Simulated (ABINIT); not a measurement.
MoS2:

```
CELL_PARAMETERS angstrom
1.58000 0.91221 6.15000
-1.58000 0.91221 6.15000
0.00000 -1.82443 6.15000
ATOMIC_POSITIONS crystal
Mo 0.00000 0.00000 0.00000
S 0.41700 0.41700 0.41700
S 0.25000 0.25000 0.25000
```

Measurements of this composition are mostly on another form, of space group No. 194.

Base run:

- Program: ABINIT 10.8.3 (patched build)
- Functional: PBE
- Potentials or basis: SPMS NC PBE v1.0
- Cutoff: 599 eV
- k mesh: 8 × 8 × 8
- Occupations: fermi-dirac, width 0.05 eV
- Spin: no spin polarisation

Its results: band gap on the k mesh 1.03 eV, indirect (least direct gap 2.03 eV); pressure 5.3 GPa; largest force 0.533 eV/Å.

Question: The run is repeated on the same cell with these changes: functional from PBE to LDA; potentials or basis from SPMS NC PBE v1.0 to PseudoDojo NC SR LDA v0.4.1 standard; cutoff from 599 eV to 952 eV. What comes out?

Answer: Band gap on the k mesh 0.96 eV, indirect (least direct gap 2.02 eV); pressure -2.6 GPa; largest force 0.092 eV/Å.

A k mesh can miss the band edges.

Not every run made on this cell is shown here.
